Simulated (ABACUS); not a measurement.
# TePb (Pm-3m) in ABACUS: equation of state

How stiff is TePb in PBE, and what volume does it want? The cell is scaled to several volumes.

Program: ABACUS 3.10.1. These are calculated values, not measurements. Logs are shortened: lines on timing, memory, paths and dates and some standing lists are left out, and cuts for length are marked.

**1. The structure**

The structure is cubic, space group Pm-3m (No. 221). Conventional cell: a = 4.002 Å, b = 4.002 Å, c = 4.002 Å, α = 90.00°, β = 90.00°, γ = 90.00°. Pb (site symmetry m-3m) has 8 Te at 3.47 Å as nearest neighbours. Te (site symmetry m-3m) has 8 Pb at 3.47 Å as nearest neighbours.

Measurements of this composition are mostly on another form, of space group No. 225.

**2. Equation of state, PBE, 30.13 Å³/atom (volume scaled by 0.94)**

Input file INPUT:

```
INPUT_PARAMETERS
suffix              TePb
calculation         scf
basis_type          pw
pseudo_dir          ./
symmetry            1
dft_functional      pbe
ecutwfc             83
pseudo_rcut         10
nspin               1
nbands              19
ks_solver           dav
smearing_method     fd
smearing_sigma      0.00367493
scf_thr             1e-08
scf_nmax            100
mixing_type         broyden
mixing_beta         0.7
cal_force           1
cal_stress          1
kpar                4
```

Input file STRU:

```
ATOMIC_SPECIES
Pb 207.2000 Pb.upf
Te 127.6000 Te.upf

LATTICE_CONSTANT
1.8897261246

LATTICE_VECTORS
3.9205847483 0.0000000000 0.0000000000
0.0000000000 3.9205847483 0.0000000000
0.0000000000 0.0000000000 3.9205847483

ATOMIC_POSITIONS
Direct

Pb
0.0
1
0.0000000000 0.0000000000 0.0000000000 1 1 1

Te
0.0
1
0.5000000000 0.5000000000 0.5000000000 1 1 1
```

Input file KPT:

```
K_POINTS
0
Gamma
7 7 7 0 0 0
```

Potentials or basis: PseudoDojo NC SR 0.4.1 PBE standard, plane waves.

Command:

```console
> OMP_NUM_THREADS=1 mpirun -np 4 abacus > log
```

running log:

```text
ABACUS v3.10.1

               Atomic-orbital Based Ab-initio Computation at UStc

 ------------------------------------------------------------------------------------

 READING GENERAL INFORMATION
                           global_out_dir = OUT.TePb/
                           global_in_card = INPUT
                               pseudo_dir = ./
                              orbital_dir =
                                    DSIZE = 4
                                    GSIZE = 1
[... 5 lines left out ...]

 READING ATOM TYPE 1
                               atom label = Pb
                      L=0, number of zeta = 1
                      L=1, number of zeta = 1
                      L=2, number of zeta = 1
             number of atom for this type = 1

 READING ATOM TYPE 2
                               atom label = Te
                      L=0, number of zeta = 1
                      L=1, number of zeta = 1
                      L=2, number of zeta = 1
             number of atom for this type = 1

                        TOTAL ATOM NUMBER = 2
DIRECT COORDINATES
    atom                   x                   y                   z     mag                  vx                  vy                  vz
taud_Pb1            0.0000000000        0.0000000000        0.0000000000  0.0000        0.0000000000        0.0000000000        0.0000000000
taud_Te1            0.5000000000        0.5000000000        0.5000000000  0.0000        0.0000000000        0.0000000000        0.0000000000

                          Volume (Bohr^3) = 406.677
                             Volume (A^3) = 60.2632

 Lattice vectors: (Cartesian coordinate: in unit of a_0)
             +3.92058                  +0                  +0
                   +0            +3.92058                  +0
                   +0                  +0            +3.92058
 Reciprocal vectors: (Cartesian coordinate: in unit of 2 pi/a_0)
            +0.255064                  -0                  +0
                   -0           +0.255064                  -0
                   +0                  -0           +0.255064
 The esolver type has been set to : ksdft_pw

                PAO radial cut off (Bohr) = 10

 Read in pseudopotential file is Pb.upf
                     pseudopotential type = NC
          exchange-correlation functional = PBE
                 nonlocal core correction = 1
                        valence electrons = 14
                                     lmax = 2
                           number of zeta = 3
[... 7 lines left out ...]
                PAO radial cut off (Bohr) = 10

 Read in pseudopotential file is Te.upf
                     pseudopotential type = NC
          exchange-correlation functional = PBE
                 nonlocal core correction = 1
                        valence electrons = 16
                                     lmax = 2
                           number of zeta = 3
[... 5 lines left out ...]
                           L of projector = 2
                           L of projector = 2
     initial pseudo atomic orbital number = 18

 SETUP THE ELECTRONS NUMBER
            electron number of element Pb = 14
      total electron number of element Pb = 14
            electron number of element Te = 16
      total electron number of element Te = 16
            AUTOSET number of electrons:  = 30
                           occupied bands = 15
                                   NBANDS = 19
                                   NLOCAL = 18

%%%%%%%%%%%%%%%%%%%%%%%%%%%%%%%%%%%%%%%%%%%%%%%%%%%%%%%%%%%%%%%%%%%%%%%%%%%%%%%%%%%%%%%%%%%%%%%%%%%%%%%%%%
 Warning: the number of valence electrons in pseudopotential > 4 for Pb: [Xe] 4f14 5d10 6s2 6p2
 Warning: the number of valence electrons in pseudopotential > 6 for Te: [Kr] 4d10 5s2 5p4
 Pseudopotentials with additional electrons can yield (more) accurate outcomes, but may be less efficient.
 If you're confident that your chosen pseudopotential is appropriate, you can safely ignore this warning.
%%%%%%%%%%%%%%%%%%%%%%%%%%%%%%%%%%%%%%%%%%%%%%%%%%%%%%%%%%%%%%%%%%%%%%%%%%%%%%%%%%%%%%%%%%%%%%%%%%%%%%%%%%

 SETUP THE PLANE WAVE BASIS
 energy cutoff for charge/potential (unit:Ry) = 332
            fft grid for charge/potential = [ 45, 45, 45 ]
                        fft grid division = [ 1, 1, 1 ]
        big fft grid for charge/potential = [ 45, 45, 45 ]
                                     nbxx = 91125
                                     nrxx = 91125

 SETUP PLANE WAVES FOR CHARGE/POTENTIAL
                    number of plane waves = 41755
                         number of sticks = 1457

 PARALLEL PW FOR CHARGE/POTENTIAL
     PROC   COLUMNS(POT)             PW
        1           1457          41755
 --------------- sum -------------------
        1           1457          41755
                            number of |g| = 387
                                  max |g| = 29.9916
                                  min |g| = 0

----------- Double Check Mixing Parameters Begin ------------
mixing_type: broyden
mixing_beta: 0.7
mixing_gg0: 1
mixing_gg0_min: 0.1
mixing_ndim: 8
----------- Double Check Mixing Parameters End ------------

 LATTICE VECTORS: (CARTESIAN COORDINATE: IN UNIT OF A0)
             +3.92058                  +0                  +0
                   +0            +3.92058                  +0
                   +0                  +0            +3.92058
                       right hand lattice = 1
                                   NORM_A = 3.92058
                                   NORM_B = 3.92058
                                   NORM_C = 3.92058
                           ALPHA (DEGREE) = 90
                           BETA  (DEGREE) = 90
                           GAMMA (DEGREE) = 90

 The lattice vectors have been changed (STRU_SIMPLE.cif)

(for optimal symmetric configuration:)
                             BRAVAIS TYPE = 1
                     BRAVAIS LATTICE NAME = 01. Cubic P (simple)
                                    ibrav = 1
                                    IBRAV = 1
                                  BRAVAIS = SIMPLE CUBIC
                       LATTICE CONSTANT A = 3.92058
Original cell was already a primitive cell.
                        ROTATION MATRICES = 48
[... 6 lines left out ...]
                                    nspin = 1
                   Input type of k points = Monkhorst-Pack(Gamma)
                                   nkstot = 343
                       right hand lattice = 1
(for reciprocal lattice: )
                             BRAVAIS TYPE = 1
                     BRAVAIS LATTICE NAME = 01. Cubic P (simple)
                                    ibrav = 1
                       right hand lattice = 1
(for k-lattice: )
                             BRAVAIS TYPE = 1
                     BRAVAIS LATTICE NAME = 01. Cubic P (simple)
                                    ibrav = 1
                       right hand lattice = 1
                        ROTATION MATRICES = 48
                               nkstot_ibz = 20
K-POINTS REDUCTION ACCORDING TO SYMMETRY
     IBZ    DIRECT_X    DIRECT_Y    DIRECT_Z  WEIGHT  ibz2bz
       1  0.00000000  0.00000000  0.00000000  0.0029       0
       2  0.14285714  0.00000000  0.00000000  0.0175       1
       3  0.28571429  0.00000000  0.00000000  0.0175       2
       4  0.42857143  0.00000000  0.00000000  0.0175       3
       5  0.14285714  0.14285714  0.00000000  0.0350       8
       6  0.28571429  0.14285714  0.00000000  0.0700       9
[... 12 lines left out ...]
      19  0.42857143  0.28571429  0.42857143  0.0700     122
      20  0.42857143  0.42857143  0.42857143  0.0233     171

                               nkstot now = 20
[... K-POINTS DIRECT COORDINATES: 20 rows ...]

           k-point number in this process = 5
       minimum distributed K point number = 5
[... stars of the k points ...]

[... K-POINTS CARTESIAN COORDINATES: 5 rows ...]

[... K-POINTS DIRECT COORDINATES: 5 rows ...]

 SETUP PLANE WAVES FOR WAVE FUNCTIONS
     energy cutoff for wavefunc (unit:Ry) = 83
              fft grid for wave functions = [ 45, 45, 45 ]
                    number of plane waves = 5743
                         number of sticks = 385

 PARALLEL PW FOR WAVE FUNCTIONS
     PROC   COLUMNS(POT)             PW
        1            385           5743
 --------------- sum -------------------
        1            385           5743

 SETUP NONLOCAL PSEUDOPOTENTIALS IN PLANE WAVE BASIS
 Pb non-local projectors:
 projector 1 L=0
 projector 2 L=0
 projector 3 L=1
 projector 4 L=1
 projector 5 L=2
 projector 6 L=2
 Te non-local projectors:
 projector 1 L=0
 projector 2 L=0
 projector 3 L=1
 projector 4 L=1
 projector 5 L=2
 projector 6 L=2
      TOTAL NUMBER OF NONLOCAL PROJECTORS = 36

 Init Non-Local PseudoPotential table :
 Init Non-Local-Pseudopotential done.

                                     npwx = 5197

 Make real space PAO into reciprocal space.
       max mesh points in Pseudopotential = 1001
     dq(describe PAO in reciprocal space) = 0.01
                                    max q = 1098

 number of pseudo atomic orbitals for Pb is 3
WARNING: norm of atomic wavefunction # 3 of atomic type Pb is 0.999464, renormalized

 number of pseudo atomic orbitals for Te is 3
WARNING: norm of atomic wavefunction # 3 of atomic type Te is 0.999974, renormalized

 -------------------------------------------
 SELF-CONSISTENT
 -------------------------------------------
                                 init_chg = atomic

 PW ALGORITHM --------------- ION=   1  ELEC=   1--------------------------------

 Notice: Threshold on eigenvalues was too large.
 hsover_error=0.3 > DRHO=0.0459963
 Origin diag ethr = 0.01
 New diag ethr = 0.000153321

 Density error is 0.0451081824702
                          Error Threshold = 0.000153321139295
----------------------------------------------------------
     Energy           Rydberg                 eV
----------------------------------------------------------
 E_KohnSham     -350.4931529504      -4768.7039901114
 E_Harris       -350.1373767012      -4763.8634059092
 E_Fermi        0.7857613112         10.6908311006
----------------------------------------------------------
[... 75 lines left out ...]
 Density error is 6.30204306018e-10
                          Error Threshold = 4.63695323669e-11
----------------------------------------------------------
     Energy           Rydberg                 eV
----------------------------------------------------------
 E_KohnSham     -350.5065207161      -4768.8858678935
 E_KS(sigma->0) -350.5059356579      -4768.8779077694
 E_Harris       -350.5065933683      -4768.8868563778
 E_band         -18.9997528531       -258.5048993943
 E_one_elec     -113.1544263022      -1539.5449516303
 E_Hartree      73.5090935496        1000.1425270902
 E_xc           -89.2696371705       -1214.5757239112
 E_Ewald        -221.5903806768      -3014.8917991938
 E_entropy(-TS) -0.0011701162        -0.0159202483
 E_descf        0.0000000000         0.0000000000
 E_exx          0.0000000000         0.0000000000
 E_Fermi        0.8003047640         10.8887049276
----------------------------------------------------------

 charge density convergence is achieved
 final etot is -4768.8858679 eV
 EFERMI = 10.888704928 eV

 STATE ENERGY(eV) AND OCCUPATIONS    NSPIN == 1
 1/5 kpoint (Cartesian) = 0.0000 0.0000 0.0000 (5185 pws)
       1       -25.5421     0.00583090
       2       -25.5421     0.00583090
       3       -25.5387     0.00583090
       4       -25.5387     0.00583090
       5       -25.5387     0.00583090
       6       -6.18563     0.00583090
[... 11 lines left out ...]
      18        16.5807    2.11653e-52
      19        16.5807    2.11653e-52

 2/5 kpoint (Cartesian) = 0.036438 0.0000 0.0000 (5181 pws)
       1       -25.5421      0.0349854
       2       -25.5411      0.0349854
       3       -25.5389      0.0349854
       4       -25.5389      0.0349854
       5       -25.5387      0.0349854
       6       -6.18477      0.0349854
[... 11 lines left out ...]
      18        15.9969    1.49435e-46
      19        15.9969    1.49435e-46

 3/5 kpoint (Cartesian) = 0.072875 0.0000 0.0000 (5194 pws)
       1       -25.5420      0.0349854
       2       -25.5394      0.0349854
       3       -25.5394      0.0349854
       4       -25.5390      0.0349854
       5       -25.5386      0.0349854
       6       -6.18283      0.0349854
[... 11 lines left out ...]
      18        14.7008    2.70639e-35
      19        15.4577    7.20782e-42

 4/5 kpoint (Cartesian) = 0.10931 0.0000 0.0000 (5182 pws)
       1       -25.5420      0.0349854
       2       -25.5399      0.0349854
       3       -25.5399      0.0349854
       4       -25.5386      0.0349854
       5       -25.5372      0.0349854
       6       -6.18128      0.0349854
[... 11 lines left out ...]
      18        13.5343    3.67161e-25
      19        16.0708    3.40976e-47

 5/5 kpoint (Cartesian) = 0.036438 0.036438 0.0000 (5197 pws)
       1       -25.5416      0.0699708
       2       -25.5407      0.0699708
       3       -25.5392      0.0699708
       4       -25.5389      0.0699708
       5       -25.5389      0.0699708
       6       -6.17641      0.0699708
[... 11 lines left out ...]
      18        15.7513    4.06496e-44
      19        15.7717    2.70165e-44

------------------------------------------------------------------------------------------
 TOTAL-FORCE (eV/Angstrom)
------------------------------------------------------------------------------------------
                       Pb1         0.0000000000         0.0000000000         0.0000000000
                       Te1         0.0000000000         0.0000000000         0.0000000000
------------------------------------------------------------------------------------------

----------------------------------------------------------------
 TOTAL-STRESS (KBAR)
----------------------------------------------------------------
        28.4002551315        -0.0000000000        -0.0000000000
         0.0000000000        28.4002551315        -0.0000000000
        -0.0000000000         0.0000000000        28.4002551315
----------------------------------------------------------------
 TOTAL-PRESSURE: 28.400255 KBAR

 --------------------------------------------
 !FINAL_ETOT_IS -4768.8858678934948330 eV
 --------------------------------------------
```

It took 4.1 s on 4 MPI ranks of AMD EPYC 9R45 (Zen 5), shared host; peak memory 0.44 GiB.

Results:

```
Free energy            : -4768.8859 eV
Pressure               : 2.8 GPa
Band gap on the k mesh : none (metal or under the smearing width)
```

**3. Equation of state, PBE, 30.77 Å³/atom (volume scaled by 0.96)**

INPUT is that of step 2.

STRU, as its differences from that of step 2:

```diff
@@ -8,5 +8,5 @@
 LATTICE_VECTORS
-3.9205847483 0.0000000000 0.0000000000
-0.0000000000 3.9205847483 0.0000000000
-0.0000000000 0.0000000000 3.9205847483
+3.9481954097 0.0000000000 0.0000000000
+0.0000000000 3.9481954097 0.0000000000
+0.0000000000 0.0000000000 3.9481954097
```

KPT is that of step 2.

Potentials or basis: PseudoDojo NC SR 0.4.1 PBE standard, plane waves.

Command:

```console
> OMP_NUM_THREADS=1 mpirun -np 4 abacus > log
```

Wall time 4.1 s (4 MPI ranks of AMD EPYC 9R45 (Zen 5), shared host); peak memory 0.44 GiB.

The run converged. Its results:

```yaml
Free_energy: -4768.9045 eV
Pressure: 1.8 GPa
Band_gap_on_the_k_mesh: none (metal or under the smearing width)
```

**4. Equation of state, PBE, 31.41 Å³/atom (volume scaled by 0.98)**

INPUT is that of step 3.

STRU, as its differences from that of step 3:

```diff
@@ -8,5 +8,5 @@
 LATTICE_VECTORS
-3.9481954097 0.0000000000 0.0000000000
-0.0000000000 3.9481954097 0.0000000000
-0.0000000000 0.0000000000 3.9481954097
+3.9754252041 0.0000000000 0.0000000000
+0.0000000000 3.9754252041 0.0000000000
+0.0000000000 0.0000000000 3.9754252041
```

KPT is that of step 3.

Command:

```console
> OMP_NUM_THREADS=1 mpirun -np 4 abacus > log
```

Run time: 4.1 s. Hardware: 4 MPI ranks of AMD EPYC 9R45 (Zen 5), shared host; peak memory 0.44 GiB.

The run converged. Its results:

| Item | Value |
| --- | --- |
| Free energy | -4768.9152 eV |
| Pressure | 0.9 GPa |
| Band gap on the k mesh | none (metal or under the smearing width) |

**5. Equation of state, PBE, 32.05 Å³/atom**

INPUT is that of step 4.

STRU, as its differences from that of step 4:

```diff
@@ -8,5 +8,5 @@
 LATTICE_VECTORS
-3.9754252041 0.0000000000 0.0000000000
-0.0000000000 3.9754252041 0.0000000000
-0.0000000000 0.0000000000 3.9754252041
+4.0022870000 0.0000000000 0.0000000000
+0.0000000000 4.0022870000 0.0000000000
+0.0000000000 0.0000000000 4.0022870000
```

KPT is that of step 4.

Command:

```console
> OMP_NUM_THREADS=1 mpirun -np 4 abacus > log
```

Wall time 4.2 s (4 MPI ranks of AMD EPYC 9R45 (Zen 5), shared host); peak memory 0.44 GiB.

Results (log left out):

* Free energy: -4768.9188 eV
* Pressure: 0.0 GPa
* Band gap on the k mesh: none (metal or under the smearing width)

**6. Equation of state, PBE, 32.70 Å³/atom (volume scaled by 1.02)**

INPUT is that of step 5.

STRU, as its differences from that of step 5:

```diff
@@ -8,5 +8,5 @@
 LATTICE_VECTORS
-4.0022870000 0.0000000000 0.0000000000
-0.0000000000 4.0022870000 0.0000000000
-0.0000000000 0.0000000000 4.0022870000
+4.0287929844 0.0000000000 0.0000000000
+0.0000000000 4.0287929844 0.0000000000
+0.0000000000 0.0000000000 4.0287929844
```

KPT is that of step 5.

Potentials or basis: PseudoDojo NC SR 0.4.1 PBE standard, plane waves.

Command:

```console
> OMP_NUM_THREADS=1 mpirun -np 4 abacus > log
```

Run time: 4.3 s. Hardware: 4 MPI ranks of AMD EPYC 9R45 (Zen 5), shared host; peak memory 0.44 GiB.

Results (log left out):

- Free energy: -4768.9158 eV
- Pressure: -0.8 GPa
- Band gap on the k mesh: none (metal or under the smearing width)

**7. Equation of state, PBE, 33.34 Å³/atom (volume scaled by 1.04)**

INPUT is that of step 6.

STRU, as its differences from that of step 6:

```diff
@@ -8,5 +8,5 @@
 LATTICE_VECTORS
-4.0287929844 0.0000000000 0.0000000000
-0.0000000000 4.0287929844 0.0000000000
-0.0000000000 0.0000000000 4.0287929844
+4.0549547108 0.0000000000 0.0000000000
+0.0000000000 4.0549547108 0.0000000000
+0.0000000000 0.0000000000 4.0549547108
```

KPT is that of step 6.

Command:

```console
> OMP_NUM_THREADS=1 mpirun -np 4 abacus > log
```

Wall time 4.2 s (4 MPI ranks of AMD EPYC 9R45 (Zen 5), shared host); peak memory 0.44 GiB.

Results (log left out):

| Quantity | Value |
| --- | --- |
| Free energy | -4768.9069 eV |
| Pressure | -1.5 GPa |
| Band gap on the k mesh | none (metal or under the smearing width) |

[end of part 1 of 2]
